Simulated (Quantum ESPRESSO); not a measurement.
BN:

```
N B
1.0
     0.00000    1.81300    1.81300
     1.81300    0.00000    1.81300
     1.81300    1.81300    0.00000
N B
1 1
Direct
  0.25000 0.25000 0.25000
  0.00000 0.00000 0.00000
```

The cell is a database's computed one.

Base run:

| Property | Result |
| --- | --- |
| Program | Quantum ESPRESSO 7.5 |
| Functional | PBE |
| Potentials or basis | SG15 PBE 1.2 |
| Cutoff | 1197 eV |
| Density cutoff | 4789 eV |
| k mesh | 13 × 13 × 13 |
| Occupations | fermi-dirac, width 0.05 eV |
| Spin | no spin polarisation |

Its results: band gap on the k mesh 4.60 eV, indirect (least direct gap 8.76 eV); pressure -1.5 GPa.

Question: The run is repeated on the same cell with these changes: functional from PBE to RPBE. What comes out?

Answer: Band gap on the k mesh 4.70 eV, indirect (least direct gap 8.78 eV); pressure -0.1 GPa.

RPBE binds less tightly than PBE, so the same cell stands under more pressure.

Caveats: the potentials were made for another functional, which shifts forces and pressure (some runs).

A k mesh can miss the band edges.
